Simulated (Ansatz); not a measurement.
Ansatz input file:

```yaml
crystal:
  lattice:
    - [3.821637959, 0.0, 0.0]
    - [-1.9108189795, 3.3096355566, 0.0]
    - [0.0, 0.0, 28.574241376]
  atoms:
    - { symbol: As, position: [0.3333333333, 0.6666666667, 0.4755450732] }
    - { symbol: As, position: [0.6666666667, 0.3333333333, 0.5244549268] }
  periodic: [true, true, false]
basis:
  ecutwfc: 420
kpoints:
  mp_grid: { grid: [9, 9, 1] }
  band_path:
    path:
      - [0, 0, 0]
      - [0.5, 0, 0]
      - [0.333333333333, 0.333333333333, 0]
      - [0, 0, 0]
    npoints: 8
hamiltonian:
  xc: pbe
  dispersion: d3bj
scf:
  occupations: { method: gaussian, width: 0.02 }
output:
  forces: true
  stress: true
  eigenvalues: true
relax:
  adjacent_minimum: "off"
  f_tol: 0.01
  max_steps: 40
```

It can be run as
```bash
ansatz run input.yaml --threads 1 --pin off --backend cpu --events-out ev --progress --plain --runs-dir out  # memory cap (--max-ram) not shown
```

Computed with Ansatz 0.2.0, DFT PBE+D3(BJ), scalar-relativistic, plane waves, PAW.

From the run's log, abridged:

```
Warning: output.stress: scf.convergence.dr2_threshold = 1e-7 eV (the SCF's general default) is looser than the 2e-10 eV advised for a printed stress (1e-10 eV for each atom of the cell: 2). ...
Pseudopotentials: kind: paw
Pseudopotential: As, paw, valence charge 15, recommended cutoff 420 eV (normal)
Functional definition: PBE
Crystal: 2 atoms, lattice volume = 361.414 Å³
Basis set: ecut = 420 eV, 7043 PW (Γ), exchange–correlation on 54×54×384 points (8 copies of the dense FFT grid, shifted against one another)
Bands: 19, of which v1, the nominal top of the filled ones, is band 15 counted from 1 (14 counted from 0)
Symmetry: 12 space group operations
Space group: P-3m1 (ITA 164), of the structure as read, at distance tolerance 7.1e-5 Å
k-points: 12 of 81
Initial density: superposition of atomic densities (neutral atoms: chi_scale 0, normalization atom), corrected by the library's trained network
Initial wavefunctions: pseudopotential atomic-orbital guess
Functional: x = pbe(κ = 0.804, μ = 0.21951497), c = pbe(β = 0.06672455)
SCF iter   1: F=—  HF=-9712.479165 eV  |F-HF|=—  |Δ(HF+E_count)|=         —  Δρ=4.74e-4  dr2=1.27e-3  ethr=1.77e-3  ⟨swp⟩=10.1  Hψ=1486  notcnv=0
SCF iter   2: F=—  HF=-9712.478092 eV  |F-HF|=—  |Δ(HF+E_count)|=   1.07e-3  Δρ=2.43e-4  dr2=1.61e-4  ethr=4.24e-6  ⟨swp⟩=4.4  Hψ=707  notcnv=0
SCF iter   3: F=—  HF=-9712.478330 eV  |F-HF|=—  |Δ(HF+E_count)|=   2.38e-4  Δρ=1.15e-4  dr2=2.84e-5  ethr=5.36e-7  ⟨swp⟩=2.0  Hψ=333  notcnv=0
SCF iter   4: F=-9712.478413 eV  HF=-9712.478412 eV  |F-HF|=8.08e-7  |Δ(HF+E_count)|=   8.24e-5  Δρ=1.15e-5  dr2=2.30e-7  ethr=9.46e-8  ⟨swp⟩=3.0  Hψ=379  notcnv=0
SCF iter   5: F=-9712.478413 eV  HF=-9712.478413 eV  |F-HF|=1.30e-8  |Δ(HF+E_count)|=   8.15e-7  Δρ=1.55e-6  dr2=5.06e-9  ethr=7.66e-10  ⟨swp⟩=3.9  Hψ=451  notcnv=0
SCF iter   6: F=-9712.478413 eV  HF=-9712.478413 eV  |F-HF|=2.76e-10  |Δ(HF+E_count)|=   1.44e-8  Δρ=2.65e-7  dr2=2.41e-10  ethr=1.69e-11  ⟨swp⟩=4.2  Hψ=971  notcnv=0
SCF 1 converged in 6 iterations: F = -9712.478413 eV  dr2 = 2.41e-10
relax step   1: F+E_penalty+E_count = -9712.47841286 eV  Δ(F+E_penalty+E_count) = +0.000e0 eV  max|allowed force component| = 6.691e-1 eV/Å  Δτ_max = 0.0000 Å  (6 SCF iters, dr2 threshold 2.50e-6 eV, accepted)
Initial density: handed on by an earlier stage of this run
Initial wavefunctions: those handed on with the density
SCF iter   1: F=—  HF=-9712.441875 eV  |F-HF|=—  |Δ(HF+E_count)|=         —  Δρ=3.16e-3  dr2=4.73e-2  ethr=1.64e-4  ⟨swp⟩=2.4  Hψ=1110  notcnv=0
SCF iter   2: F=—  HF=-9712.424838 eV  |F-HF|=—  |Δ(HF+E_count)|=   1.70e-2  Δρ=1.32e-3  dr2=2.85e-3  ethr=1.58e-4  ⟨swp⟩=3.9  Hψ=424  notcnv=0
SCF iter   3: F=—  HF=-9712.424608 eV  |F-HF|=—  |Δ(HF+E_count)|=   2.29e-4  Δρ=4.79e-4  dr2=2.90e-4  ethr=9.49e-6  ⟨swp⟩=2.0  Hψ=330  notcnv=0
SCF iter   4: F=-9712.424639 eV  HF=-9712.424647 eV  |F-HF|=8.09e-6  |Δ(HF+E_count)|=   3.89e-5  Δρ=6.70e-5  dr2=9.67e-6  ethr=9.33e-8  ⟨swp⟩=8.8  Hψ=1376  notcnv=0
SCF 2 converged in 4 iterations: F = -9712.424639 eV  dr2 = 9.67e-6
relax step   2: F+E_penalty+E_count = -9712.42463927 eV  Δ(F+E_penalty+E_count) = +5.377e-2 eV  max|allowed force component| = 1.306e0 eV/Å  Δτ_max = 0.0896 Å  (4 SCF iters, dr2 threshold 2.80e-5 eV, rejected (line search))
SCF iter   1: F=—  HF=-9712.505979 eV  |F-HF|=—  |Δ(HF+E_count)|=         —  Δρ=1.95e-3  dr2=1.82e-2  ethr=5.88e-4  ⟨swp⟩=4.9  Hψ=709  notcnv=0
SCF iter   2: F=—  HF=-9712.499527 eV  |F-HF|=—  |Δ(HF+E_count)|=   6.45e-3  Δρ=8.05e-4  dr2=1.11e-3  ethr=6.05e-5  ⟨swp⟩=4.0  Hψ=558  notcnv=0
SCF iter   3: F=—  HF=-9712.499466 eV  |F-HF|=—  |Δ(HF+E_count)|=   6.06e-5  Δρ=2.95e-4  dr2=1.18e-4  ethr=3.69e-6  ⟨swp⟩=2.2  Hψ=312  notcnv=0
SCF iter   4: F=—  HF=-9712.499489 eV  |F-HF|=—  |Δ(HF+E_count)|=   2.26e-5  Δρ=4.43e-5  dr2=4.37e-6  ethr=3.94e-7  ⟨swp⟩=3.0  Hψ=467  notcnv=0
SCF iter   5: F=—  HF=-9712.499501 eV  |F-HF|=—  |Δ(HF+E_count)|=   1.22e-5  Δρ=7.74e-6  dr2=1.18e-7  ethr=1.46e-8  ⟨swp⟩=2.9  Hψ=448  notcnv=0
SCF iter   6: F=-9712.499501 eV  HF=-9712.499501 eV  |F-HF|=2.50e-9  |Δ(HF+E_count)|=   1.63e-8  Δρ=1.36e-6  dr2=2.83e-9  ethr=3.33e-10  ⟨swp⟩=9.0  Hψ=1186  notcnv=0
SCF 3 converged in 6 iterations: F = -9712.499501 eV  dr2 = 2.83e-9
relax step   3: F+E_penalty+E_count = -9712.49950094 eV  Δ(F+E_penalty+E_count) = -2.109e-2 eV  max|allowed force component| = 7.242e-2 eV/Å  Δτ_max = 0.0349 Å  (6 SCF iters, accepted)
SCF iter   1: F=—  HF=-9712.499750 eV  |F-HF|=—  |Δ(HF+E_count)|=         —  Δρ=1.14e-4  dr2=6.23e-5  ethr=2.10e-6  ⟨swp⟩=2.6  Hψ=546  notcnv=0
SCF iter   2: F=—  HF=-9712.499741 eV  |F-HF|=—  |Δ(HF+E_count)|=   9.15e-6  Δρ=4.80e-5  dr2=3.78e-6  ethr=2.08e-7  ⟨swp⟩=3.2  Hψ=468  notcnv=0
SCF iter   3: F=—  HF=-9712.499741 eV  |F-HF|=—  |Δ(HF+E_count)|=   1.43e-7  Δρ=1.80e-5  dr2=4.28e-7  ethr=1.09e-9  ⟨swp⟩=9.5  Hψ=1210  notcnv=0
SCF iter   4: F=-9712.499741 eV  HF=-9712.499741 eV  |F-HF|=3.59e-9  |Δ(HF+E_count)|=   9.19e-8  Δρ=2.23e-6  dr2=8.57e-9  ethr=1.09e-9  ⟨swp⟩=5.4  Hψ=846  notcnv=0
SCF 4 converged in 4 iterations: F = -9712.499741 eV  dr2 = 8.57e-9
relax step   4: F+E_penalty+E_count = -9712.49974104 eV  Δ(F+E_penalty+E_count) = -2.401e-4 eV  max|allowed force component| = 1.943e-3 eV/Å  Δτ_max = 0.0032 Å  (4 SCF iters, dr2 threshold 3.28e-7 eV, accepted)
SCF iter   1: F=—  HF=-9712.499749 eV  |F-HF|=—  |Δ(HF+E_count)|=         —  Δρ=2.24e-6  dr2=8.49e-9  ethr=2.83e-11  ⟨swp⟩=1.0  Hψ=744  notcnv=0
SCF iter   2: F=-9712.499741 eV  HF=-9712.499741 eV  |F-HF|=8.44e-10  |Δ(HF+E_count)|=   8.35e-6  Δρ=1.02e-6  dr2=1.40e-9  ethr=2.83e-11  ⟨swp⟩=4.2  Hψ=708  notcnv=0
SCF 5 converged in 2 iterations: F = -9712.499741 eV  dr2 = 1.40e-9
relax step   5: F+E_penalty+E_count = -9712.49974104 eV  Δ(F+E_penalty+E_count) = -3.693e-9 eV  max|allowed force component| = 1.991e-3 eV/Å  Δτ_max = 0.0000 Å  (2 SCF iters, accepted)
SCF converged after 2 iterations
Free energy (F): -9712.499741 eV
Harris-Foulkes:  -9712.499741 eV  (|F-HF|=8.44e-10)
Internal energy: -9712.499741 eV  (E = F + TS)
E sigma→0 (E₀):  -9712.499741 eV
Fermi energy:    -4.967450 eV
--- Per-component energies (eV) ---
  E_band       = -915.468060
  E_kinetic    = 201.636776
  E_local      = -43607.949063  (includes V_loc(G=0)·N_el)
  E_nonlocal   = -1341.633515
  E_hartree    = 21760.974713
  E_xc         = -156.425586
  E_vxc        = -155.547680  (∫ρ·V_xc dr)
  E_paw        = -3669.061067  (= ΣΔE_a)
  E_vpaw       = 466.077928  (= ΣTr[D̂ρ^β])
  E_aug_tail   = 0.000017  (compensation charges beyond the density's cutoff)
  E_ewald      = 17100.326089
  E_disp       = -0.368106  (pairwise vdW)
  E_smearing   =  0.000000  (= −TS)
--- Forces (eV/Å), atoms counted from 1 ---
  atom   1  As     0.00000000     0.00000000    -0.00199095
  atom   2  As     0.00000000     0.00000000     0.00199095
--- 2D stress c σ (N/m, compression-positive) ---
       -3.336700       0.000000       0.000000
        0.000000      -3.336700       0.000000
        0.000000       0.000000       0.000000
  P = ½ c Tr σ = -3.3367 N/m
--- Band table (eV; the first three rows and the last of 12) ---
  k-point 0: bands = ["-40.6043", "-40.6043", "-40.5777", "-40.5777", "-40.5185", "-40.5152", "-40.5152", "-40.4810", "-40.4757", "-40.4757", "-18.2218", "-12.3614", "-5.9428", "-5.9428", "-5.4803", "-4.4764", "-2.4558", "-2.4558", "-0.4667"]
  k-point 1: bands = ["-40.6047", "-40.6022", "-40.5764", "-40.5753", "-40.5218", "-40.5165", "-40.5116", "-40.4847", "-40.4759", "-40.4756", "-18.0837", "-12.4229", "-7.0163", "-6.2096", "-5.4592", "-3.6234", "-2.5564", "-2.1505", "-0.2956"]
  k-point 2: bands = ["-40.6053", "-40.5972", "-40.5722", "-40.5689", "-40.5259", "-40.5205", "-40.5066", "-40.4937", "-40.4769", "-40.4764", "-17.6788", "-12.7284", "-8.1491", "-6.7323", "-5.5496", "-3.8018", "-1.7572", "-1.6204", "0.1407"]
  k-point 11: bands = ["-40.6092", "-40.5681", "-40.5681", "-40.5420", "-40.5413", "-40.5275", "-40.5275", "-40.4893", "-40.4893", "-40.4785", "-15.2719", "-15.2719", "-9.3738", "-7.1670", "-7.1670", "-3.0397", "-1.0963", "-1.0963", "2.3921"]
--- Relaxed structure (5 steps of the walk, 4 accepted, 0 SCFs on fresh bases) ---
  F+E_penalty+E_count = -9712.49974104 eV   max|allowed force component| = 1.991e-3 eV/Å
  cell:  # Å, volume = 361.4135 Å³
    - [3.82163795, 0.0, 0.0]
    - [-1.91081897, 3.30963555, 0.0]
    - [0.0, 0.0, 28.574241376]
  atoms:
    - { symbol: As, position: [0.33333333, 0.66666666, 0.47665321] }
    - { symbol: As, position: [0.66666666, 0.33333333, 0.52334678] }
```

The relaxation met its thresholds.